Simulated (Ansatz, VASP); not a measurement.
# GaP: VASP beside Ansatz

The input INCAR:

```
PREC = Accurate ; ENCUT = 520
EDIFF = 1E-7 ; ISMEAR = 0
SIGMA = 0.1 ; LREAL = False
LASPH = True ; NELM = 80
ALGO = Normal ; ISIF = 2
LWAVE = False ; LCHARG = False
GGA = PE ; NBANDS = 16
```

The input KPOINTS:

```
regular mesh
0
Gamma
  6 6 6
```

Contents of POSCAR:

```
GaP
1.0
    0.0000000000      2.7252500000      2.7252500000
    2.7252500000      0.0000000000      2.7252500000
    2.7252500000      2.7252500000      0.0000000000
Ga P
1 1
Direct
    0.0000000000      0.0000000000      0.0000000000
    0.2500000000      0.2500000000      0.2500000000
```

Input for Ansatz:

```yaml
crystal:
  lattice:
    - [0.0, 2.72525, 2.72525]
    - [2.72525, 0.0, 2.72525]
    - [2.72525, 2.72525, 0.0]
  atoms:
    - { symbol: Ga, position: [0.0, 0.0, 0.0] }
    - { symbol: P, position: [0.25, 0.25, 0.25] }
basis:
  ecutwfc: 420
kpoints:
  mp_grid: { grid: [6, 6, 6] }
hamiltonian:
  xc: pbe
scf:
  occupations: { method: gaussian, width: 0.1 }
output:
  forces: true
  stress: true
  eigenvalues: true
```

Alike in both runs: task single point; functional PBE; k mesh 6 × 6 × 6; occupations gaussian, width 0.1 eV; no spin polarisation.

|  | VASP | Ansatz |
| --- | --- | --- |
| version | VASP 6.6.1 | Ansatz 0.2.0 |
| potentials or method | VASP PAW PBE potentials, release 64 (Ga_d, P) | scalar-relativistic, plane waves, PAW |
| plane-wave cutoff (eV) | 520 | 420 |
| valence electrons in the cell | 18 | 18 |

```csv
,VASP,Ansatz,Ansatz less VASP
gap on the k mesh at the Fermi level (eV),1.65,1.65,0.000
least direct gap on the mesh (eV),1.82,1.83,+0.002
pressure (GPa),2.5,2.5,+0.02
```

A k mesh can miss the band edges.
